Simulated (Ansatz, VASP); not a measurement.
**HfZnO3 in two plane-wave programs**

Wanted: the spread between two codes on one cell, functional and k mesh. The cell is generated by rule, not measured, and may not be a known phase. The cell is taken from a series of runs on this material, whose earlier steps may have relaxed, scaled, displaced or heated it; both programs get it as it stands.

Calculated with Ansatz 0.2.0; plane waves, with VASP 6.6.1 beside it; zone-centre phonons at PBEsol.

The structure was built from a prototype and need not be the compound's stable phase.

## Step 1: Set-up

The structure is orthorhombic, space group Pmc2_1 (No. 26). The conventional cell has a = 3.512 Å, b = 6.930 Å, c = 5.264 Å, α = 90.00°, β = 90.00°, γ = 90.00°. Nearest to Zn lie 4 O at 1.96 to 2.21 Å. Nearest to Hf lie 5 O at 1.92 to 2.10 Å. O has 2 Zn at 1.96 Å and 1 Hf at 2.10 Å nearest. O has 2 Hf at 1.92 to 1.99 Å nearest. O has 2 Hf at 2.04 Å and 2 Zn at 2.06 to 2.21 Å nearest. Farther neighbours and most contacts between anions are not listed.

## Step 2: Ansatz: zone-centre phonons, PBEsol

Ansatz runs on its PAW soft_1 files.

Second derivatives magnify differences that forces hide, and they need a tight electronic threshold.

input.yaml

```yaml
crystal:
  lattice:
    - [3.5117176667, 0.0, 0.0]
    - [0.0, 6.9297840549, 0.0]
    - [0.0, 0.0, 5.2642289147]
  atoms:
    - { symbol: Zn, position: [0.0, 0.8697306001, 0.4958309722] }
    - { symbol: Zn, position: [0.0, 0.1302693999, 0.9958309722] }
    - { symbol: Hf, position: [0.5, 0.3017348898, 0.4989344236] }
    - { symbol: Hf, position: [0.5, 0.6982651102, 0.9989344236] }
    - { symbol: O, position: [0.5, 0.858522866, 0.6596987008] }
    - { symbol: O, position: [0.5, 0.5409324831, 0.3162264464] }
    - { symbol: O, position: [0.5, 0.4590675169, 0.8162264464] }
    - { symbol: O, position: [0.5, 0.141477134, 0.1596987008] }
    - { symbol: O, position: [0.0, 0.1773674282, 0.6099655378] }
    - { symbol: O, position: [0.0, 0.8226325718, 0.1099655378] }
kpoints:
  mp_grid: { grid: [6, 4, 4] }
hamiltonian:
  xc: pbesol
  pseudopotentials: { kind: paw, azcp: { folder: soft_1 }, xc_functional: pbe }
scf:
  occupations: { method: fixed }
output:
  eigenvalues: true
phonons:
  method: dfpt
  dielectric: true
  rigid_motions: translations
```

Launch:

```sh
$ ansatz run input.yaml --threads 8 --pin off --max-ram 16384MiB --backend cpu --events-out ev --progress --plain --runs-dir out
```

Numbers of over 12 decimals in the logs are rounded to 6 here.

The log of the run:

```text
Engine: ansatz 0.2.0, aarch64-unknown-linux-gnu
Pseudopotentials: kind: paw
Pseudopotential: Zn, paw, valence charge 12, recommended cutoff 420 eV (normal), soft_1/Zn.paw.azcp
Pseudopotential: Hf, paw, valence charge 26, recommended cutoff 420 eV (normal), soft_1/Hf.paw.azcp
Pseudopotential: O, paw, valence charge 6, recommended cutoff 420 eV (normal), soft_1/O.paw.azcp
Functional definition: PBEsol
  exchange = pbesol_x
  correlation = pbesol_c
Crystal: 10 atoms, lattice volume = 128.107 Å³
Basis set: ecut = 420 eV, 2517 PW (Γ), exchange–correlation on 48×96×72 points (8 copies of the dense FFT grid, shifted against one another)
Bands: 68, of which v1, the nominal top of the filled ones, is band 56 counted from 1 (55 counted from 0)
Symmetry: 4 space group operations
k-points: 52 of 96 (irreducible under 1 space group operation, time reversal used)
Non-local potential: Zn, projectors of the file, l = 0: 2, l = 1: 2, l = 2: 3, l = 3: 1
Non-local potential: Hf, projectors of the file, l = 0: 3, l = 1: 2, l = 2: 2, l = 3: 3
Non-local potential: O, projectors of the file, l = 0: 2, l = 1: 2, l = 2: 1
PAW form: soft (Blöchl's): semilocal exchange-correlation on the pseudo side does not see the compensation charge
PAW frozen core: Zn, regenerated for the run's functional, and the local potential with it (the file was generated under x = pbe(κ = 0.804, μ = 0.219515), c = pbe(β = 0.066725))
PAW frozen core: Hf, regenerated for the run's functional, and the local potential with it (the file was generated under x = pbe(κ = 0.804, μ = 0.219515), c = pbe(β = 0.066725))
PAW frozen core: O, regenerated for the run's functional, and the local potential with it (the file was generated under x = pbe(κ = 0.804, μ = 0.219515), c = pbe(β = 0.066725))
PAW one-centre angular grid: Zn, 590 points (default); XC on 64 Gauss nodes
PAW one-centre angular grid: Hf, 590 points (default); XC on 64 Gauss nodes
PAW one-centre angular grid: O, 110 points (default); XC on 64 Gauss nodes
Initial density: superposition of atomic densities (chi_scale 0.1, normalization cell, long waves kept (reshape's long-wave potential 0.08 eV rms))
Initial wavefunctions: pseudopotential atomic-orbital guess
Functional: x = pbesol(κ = 0.804, μ = 0.123457), c = pbesol(β = 0.046)
SCF iter   1: F=—  HF=-41138.758108 eV  |F-HF|=—  |Δ(HF+E_count)|=         —  Δρ=1.06e-1  dr2=1.79e1  ethr=3.10e-3  ⟨swp⟩=4.5  Hψ=11219  notcnv=0  defer=463
preconditioner: auto → Resta (q_TF=auto, 2.668 Å⁻¹)  ε∞=5.2  [insulator: Δε(μ)=2.141 eV  Ē_g=16.721 eV  n_scr=42 (ndim 8)  ℏωp=34.1 eV  f_vac=0.020  ε∞_Penn≈5.2]
SCF iter   2: F=—  HF=-41134.701277 eV  |F-HF|=—  |Δ(HF+E_count)|=    4.06e0  Δρ=4.39e-2  dr2=3.11e0  ethr=3.10e-3  ⟨swp⟩=3.0  Hψ=7465  notcnv=0  defer=505
SCF iter   3: F=—  HF=-41133.706349 eV  |F-HF|=—  |Δ(HF+E_count)|=   9.95e-1  Δρ=2.47e-2  dr2=9.41e-1  ethr=2.78e-3  ⟨swp⟩=2.0  Hψ=6452  notcnv=0  defer=466
SCF iter   4: F=—  HF=-41133.458625 eV  |F-HF|=—  |Δ(HF+E_count)|=   2.48e-1  Δρ=8.83e-3  dr2=7.47e-2  ethr=8.40e-4  ⟨swp⟩=2.7  Hψ=6386  notcnv=0  defer=515
SCF iter   5: F=—  HF=-41133.490498 eV  |F-HF|=—  |Δ(HF+E_count)|=   3.19e-2  Δρ=5.20e-3  dr2=3.30e-2  ethr=6.67e-5  ⟨swp⟩=2.2  Hψ=6668  notcnv=0  defer=516
SCF iter   6: F=—  HF=-41133.475406 eV  |F-HF|=—  |Δ(HF+E_count)|=   1.51e-2  Δρ=1.35e-3  dr2=2.69e-3  ethr=2.95e-5  ⟨swp⟩=2.1  Hψ=6358  notcnv=0  defer=519
SCF iter   7: F=—  HF=-41133.476050 eV  |F-HF|=—  |Δ(HF+E_count)|=   6.44e-4  Δρ=6.73e-4  dr2=6.16e-4  ethr=2.40e-6  ⟨swp⟩=2.0  Hψ=6256  notcnv=0  defer=520
SCF iter   8: F=—  HF=-41133.476353 eV  |F-HF|=—  |Δ(HF+E_count)|=   3.04e-4  Δρ=5.98e-4  dr2=4.27e-4  ethr=5.50e-7  ⟨swp⟩=2.0  Hψ=6256  notcnv=0  defer=520
SCF iter   9: F=—  HF=-41133.476344 eV  |F-HF|=—  |Δ(HF+E_count)|=   9.06e-6  Δρ=1.09e-4  dr2=1.26e-5  ethr=3.82e-7  ⟨swp⟩=2.0  Hψ=5586  notcnv=0  defer=343
SCF iter  10: F=—  HF=-41133.476351 eV  |F-HF|=—  |Δ(HF+E_count)|=   6.74e-6  Δρ=1.07e-4  dr2=8.73e-6  ethr=1.13e-8  ⟨swp⟩=2.0  Hψ=6152  notcnv=0  defer=296
SCF iter  11: F=—  HF=-41133.476350 eV  |F-HF|=—  |Δ(HF+E_count)|=   1.30e-6  Δρ=2.52e-5  dr2=8.35e-7  ethr=7.79e-9  ⟨swp⟩=2.0  Hψ=5936  notcnv=0  defer=296
SCF iter  12: F=—  HF=-41133.476350 eV  |F-HF|=—  |Δ(HF+E_count)|=   2.39e-7  Δρ=8.12e-6  dr2=9.82e-8  ethr=7.46e-10  ⟨swp⟩=2.0  Hψ=6145  notcnv=0  defer=296
SCF iter  13: F=—  HF=-41133.476350 eV  |F-HF|=—  |Δ(HF+E_count)|=   4.83e-8  Δρ=5.32e-6  dr2=3.06e-8  ethr=8.76e-11  ⟨swp⟩=2.0  Hψ=5630  notcnv=0  defer=296
SCF iter  14: F=—  HF=-41133.476350 eV  |F-HF|=—  |Δ(HF+E_count)|=  9.75e-10  Δρ=1.69e-6  dr2=2.98e-9  ethr=2.73e-11  ⟨swp⟩=2.0  Hψ=5632  notcnv=0  defer=296
SCF iter  15: F=—  HF=-41133.476350 eV  |F-HF|=—  |Δ(HF+E_count)|=  4.95e-10  Δρ=6.20e-7  dr2=4.13e-10  ethr=2.66e-12  ⟨swp⟩=2.0  Hψ=6143  notcnv=0  defer=296
[...]
k-point 1: bands = [... 52 lower, 8.2411, 8.3172, 8.5322, 8.7764, 11.6707, 13.6728, 14.5220, 14.6381, ... 8 higher]
  k-point 2: bands = [... 52 lower, 8.2786, 8.2786, 8.5090, 8.5090, 12.8455, 12.8455, 14.7176, 14.7176, ... 8 higher]
  k-point 51: bands = [... 52 lower, 7.7140, 7.7140, 8.5734, 8.5734, 13.6257, 13.6257, 14.3407, 14.3407, ... 8 higher]
--- Phonons (Γ-DFPT): 15 representative perturbations + reference, on 52 of 96 k-points (Σ response iterations 67) ---
  k mesh reduced under 1 symmetry operation, with k and −k counted as one. Each operation leaves every solved perturbation unchanged. A smaller set is not considered because the run solves the response to a homogeneous field
  ASR residual: 1.293e-4 → 0.000e0 eV/Å²; symmetrization residual: 1.650e-5 eV/Å²
  ASR residual per site (eV/Å²): 6.80e-5 6.80e-5 9.27e-6 9.27e-6 1.29e-4 7.83e-5 7.83e-5 1.29e-4 5.03e-5 5.03e-5
  Γ frequencies (cm⁻¹): -140.16 0.00 0.00 0.00 74.68 86.63 94.82 102.97 121.45 130.91 144.03 164.68 175.80 225.78 239.29 246.61 277.00 282.29 353.15 409.86 430.08 453.59 463.58 470.23 504.61 556.13 598.45 608.17 673.40 877.62
  ε∞ (high-frequency dielectric tensor):
        4.475415     0.000000     0.000000
        0.000000     4.544250     0.000000
        0.000000     0.000000     4.860878
  softest optical mode at Γ: -140.16 cm⁻¹; the repairs (sum rule, projections) moved no ω² at Γ by more than (3.27 cm⁻¹)²
  Born effective charges Z* (e; rows j = field, columns β = displacement):
    site 0:
         2.41838    0.00000    0.00000
        -0.00000    2.15549    0.31267
         0.00000    0.19473    2.33614
    site 1:
         2.41838   -0.00000    0.00000
         0.00000    2.15549   -0.31267
         0.00000   -0.19473    2.33614
    site 2:
         3.87117    0.00000    0.00000
         0.00000    4.97754    0.89148
         0.00000    0.18525    5.53027
    site 3:
         3.87117    0.00000    0.00000
         0.00000    4.97754   -0.89148
         0.00000   -0.18525    5.53027
    site 4:
        -2.25438    0.00000    0.00000
         0.00000   -1.99605    0.79811
        -0.00000    0.63057   -2.60897
    site 5:
        -1.08800    0.00000    0.00000
         0.00000   -3.03816    1.47795
        -0.00000    1.85369   -3.26983
    site 6:
        -1.08800    0.00000    0.00000
         0.00000   -3.03816   -1.47795
        -0.00000   -1.85369   -3.26983
    site 7:
[...]
site 8:
[...]
site 9:
[...]
Z* charge neutrality: 1.095e-2 e pre-enforcement
  solved inside a basis spanned on kpoints, on 8×4×6 k-points, its susceptibility summed on 10×6×6: ε∞ is read to err by 1.6e-2, Z* by 3.1e-2 e (field_mesh: kpoints solves on kpoints); Z* is corrected for what the basis lacks
  optical modes at Γ without the LO–TO term, one row a degenerate level:
      ω (cm⁻¹)  modes    IR ((D/Å)²/amu)
[...]
optical modes at Γ + LO–TO along q̂ = [1.0000, 0.0000, 0.0000]:
      ω (cm⁻¹)  modes    IR ((D/Å)²/amu)
[...]
optical modes at Γ + LO–TO along q̂ = [0.0000, 1.0000, 0.0000]:
      ω (cm⁻¹)  modes    IR ((D/Å)²/amu)
[...]
optical modes at Γ + LO–TO along q̂ = [0.0000, 0.0000, 1.0000]:
      ω (cm⁻¹)  modes    IR ((D/Å)²/amu)
[...]
470.23      1             2.4707
        482.74      1            14.3760
        504.61      1            10.1777
        565.74      1             3.0924
        598.45      1             0.0000
        608.17      1            16.5609
        787.46      1            64.7544
        877.62      1            20.1552
```

Reading the cycles: dr2 is the Hartree energy of the density residual (eV), the measure of convergence; HF is the Harris–Foulkes estimate of the energy, which meets the free energy F at convergence.

(Continued in part 2 of 3.)

[Lines on the potential files, build, host, timing and source positions are cut from VASP's logs without a mark.]

[Logs are printed without paths, hosts, clocks, repeated set-up lines and the standing remarks that a program may print on its own settings, such as how far it seeks lower states.]

[Hosts, paths, dates, database ids (printed as entryN), source tags and the programs' standing remarks are cut or masked in the printed files.]
